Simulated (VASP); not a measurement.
Wanted: the native input for a VASP 6.6.1 run.

```
Task                   : band structure
Functional             : revTPSS
Potentials or basis    : VASP PAW PBE potentials, release 64 (W_sv, C)
Cutoff                 : 520 eV
k mesh                 : 10 × 10 × 9
Occupations            : fermi-dirac, width 0.05 eV
Spin                   : no spin polarisation
Further INCAR settings : ALGO = Normal; EDIFF = 1e-07
```

The structure of WC (Qusongite) lies in POSCAR:

```
WC
1.0
    2.9065000000      0.0000000000      0.0000000000
   -1.4532500000      2.5171028361      0.0000000000
    0.0000000000      0.0000000000      2.8366000000
W C
1 1
Direct
    0.0000000000      0.0000000000      0.0000000000
    0.6666666667      0.3333333333      0.5000000000
```

One way to write it, as run:

INCAR

```
SYSTEM = WC
  PREC = Accurate
  ENCUT = 520
  EDIFF = 1E-7
  ISMEAR = -1
  SIGMA = 0.05
  LREAL = .FALSE.
  LASPH = .TRUE.
  NELM = 60
  ALGO = Normal
  ISIF = 2
  LWAVE = .FALSE.
  LCHARG = .FALSE.
  LMAXMIX = 4
  METAGGA = RTPSS
  LMIXTAU = .TRUE.
```

KPOINTS

```
regular mesh
0
G
  10 10 9
  0 0 0
```

KPOINTS_OPT

```
path GMKGALHA,LM,KH
20
line-mode
reciprocal
 0.0000000000  0.0000000000  0.0000000000  G
 0.5000000000  0.0000000000  0.0000000000  M

 0.5000000000  0.0000000000  0.0000000000  M
 0.3333333333  0.3333333333  0.0000000000  K

 0.3333333333  0.3333333333  0.0000000000  K
 0.0000000000  0.0000000000  0.0000000000  G

 0.0000000000  0.0000000000  0.0000000000  G
 0.0000000000  0.0000000000  0.5000000000  A

 0.0000000000  0.0000000000  0.5000000000  A
 0.5000000000  0.0000000000  0.5000000000  L

 0.5000000000  0.0000000000  0.5000000000  L
 0.3333333333  0.3333333333  0.5000000000  H

 0.3333333333  0.3333333333  0.5000000000  H
 0.0000000000  0.0000000000  0.5000000000  A

 0.5000000000  0.0000000000  0.5000000000  L
 0.5000000000  0.0000000000  0.0000000000  M

 0.3333333333  0.3333333333  0.0000000000  K
 0.3333333333  0.3333333333  0.5000000000  H
```

Potentials or basis: VASP PAW PBE potentials, release 64 (W_sv, C).

Launch:

```sh
$ cat potpaw_PBE.64/W_sv/POTCAR potpaw_PBE.64/C/POTCAR > POTCAR
$ mpirun -np 1 vasp_std > vasp.out
```

Results of the run:

```
Pressure                : 1.2 GPa
Band gap along the path : none (metal or under the smearing width)
```

Caveat: the PAW data sets were made with another functional, which shifts forces and pressure a little; spin-orbit coupling is left out, which moves the levels of the heavy elements.

Run time: 77 s on 1 thread of Intel(R) Xeon(R) Platinum 8559C (Emerald Rapids), with other jobs on the host, peak memory 0.16 GiB.
